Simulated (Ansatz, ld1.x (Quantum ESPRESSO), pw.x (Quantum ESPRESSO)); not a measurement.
pw.x on fcc Si: one setting changed

Potential: ultrasoft, ld1.x (Quantum ESPRESSO) 7.5, PBEsol; core [Ne], reference 3s1.5 3p2.5; waves: 3s (bound): rcut 2.00, rcutus 2.15 bohr; 3s channel at 4.55 Ry: rcut 2.00, rcutus 2.15 bohr; 3p (bound): rcut 1.70, rcutus 2.20 bohr; 3p channel at 1.6 Ry: rcut 1.70, rcutus 2.20 bohr; 3d channel at 0.25 Ry: rcut 1.55, rcutus 2.10 bohr; 3d channel at 2.6 Ry: rcut 1.55, rcutus 2.10 bohr; local part: all-electron potential smoothed inside 2.10 bohr (lloc = -1); core correction: a·sin(br)/r model core, default radius (core density twice the valence density); augmentation: PSQ, radius 1.40 bohr.

The reference run (k-mesh 15³, cutoffs 40/400 Ry, Fermi–Dirac 0.01 Ry, mixing_beta 0.4, conv_thr 1e-9, no spin) gives 0.63 GPa at 14.001 Å³/atom, where all-electron LAPW gives 0.43 GPa. This run, with its own iteration cap, changes electron_maxstep to 4, a wrong or extreme entry chosen on purpose.

```
&control
  calculation='scf', prefix='x', pseudo_dir='./', outdir='./tmp', tstress=.true., disk_io='none'
/
&system
  ibrav=0, nat=1, ntyp=1, ecutwfc=40, ecutrho=400, nbnd=9,
  occupations='smearing', smearing='fd', degauss=0.01
/
&electrons
  conv_thr=1e-09, mixing_beta=0.4, electron_maxstep=4
/
ATOMIC_SPECIES
Si 1.0 Si.UPF
CELL_PARAMETERS angstrom
  0.00000000 1.91297673 1.91297673
  1.91297673 0.00000000 1.91297673
  1.91297673 1.91297673 0.00000000
ATOMIC_POSITIONS crystal
Si 0.0000 0.0000 0.0000
K_POINTS automatic
15 15 15 0 0 0
```

```bash
pw.x < Si.scf.in > Si.scf.out
```

Task: How does the run end?

Result: It does not reach self-consistency within its iteration cap.

```
Message from routine setup:
     using ibrav=0 with symmetry is DISCOURAGED, use correct ibrav instead
     lattice parameter (alat)  =       5.1124  a.u.
     unit-cell volume          =      94.4834 (a.u.)^3
     number of electrons       =         4.00
     number of Kohn-Sham states=            9
     kinetic-energy cutoff     =      40.0000  Ry
     charge density cutoff     =     400.0000  Ry
     scf convergence threshold =      1.0E-09
     Exchange-correlation= PBESOL
     number of k points=   120  Fermi-Dirac smearing, width (Ry)=  0.0100
     iteration #  1     ecut=    40.00 Ry     beta= 0.40
     total energy              =      -9.50336674 Ry
     estimated scf accuracy    <       0.00183492 Ry
     iteration #  2     ecut=    40.00 Ry     beta= 0.40
     total energy              =      -9.50321028 Ry
     estimated scf accuracy    <       0.00058635 Ry
     iteration #  3     ecut=    40.00 Ry     beta= 0.40
     total energy              =      -9.50322981 Ry
     estimated scf accuracy    <       0.00000198 Ry
     iteration #  4     ecut=    40.00 Ry     beta= 0.40
     total energy              =      -9.50323005 Ry
     estimated scf accuracy    <          9.9E-09 Ry
     convergence NOT achieved after   4 iterations: stopping
     Message from routine punch:
     Nothing written, as per user request (disk_io='none')
```

The run took about 5.8 s on one core of a shared host (Neoverse-V1, 32 threads, 247 GiB, load 17).
